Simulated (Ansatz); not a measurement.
**Cr (Im-3m)**

Theory: DFT PBE, scalar-relativistic, plane waves, PAW (Ansatz 0.2.0).

Settings: cutoff 420 eV, Γ-centred mesh 14×14×14 on the computed 2-atom cell, Gaussian smearing of 0.10 eV; collinear spin from starting moments -1.11 1.11 μB.

The structure is relaxed at this level of theory with its symmetry kept.

```cif
data_structure
_symmetry_space_group_name_H-M 'P 1'
_symmetry_Int_Tables_number 1
_cell_length_a 2.8658
_cell_length_b 2.8658
_cell_length_c 2.8658
_cell_angle_alpha 90.000
_cell_angle_beta 90.000
_cell_angle_gamma 90.000
_cell_volume 23.54
loop_
_atom_site_label
_atom_site_type_symbol
_atom_site_fract_x
_atom_site_fract_y
_atom_site_fract_z
_atom_site_occupancy
Cr1 Cr 0.00000 0.00000 0.00000 1
Cr2 Cr 0.50000 0.50000 0.50000 1
```

```json
{"Space group": "Im-3m (No. 229)", "Volume per atom": "11.77 Å³", "Formation energy from the elements' standard states (uncorrected)": "0.000 eV/atom", "Kohn–Sham band gap": "none (metal)", "Density of states at the Fermi level": "0.59 states/eV per cell", "Löwdin character within 0.5 eV of the Fermi level": "Cr 3d 89 %, unprojected 6 %", "Bulk modulus": "183 GPa", "Its pressure derivative": "6.3", "Bader charges (e)": "Cr (2 in the cell) 0.00", "Total moment": "0.00 μB per cell", "Site moments (μB; atoms counted from 1 over the whole cell)": "Cr (atom 1) -1.01, Cr (atom 2) 1.01"}
```

Only this magnetic start was tried.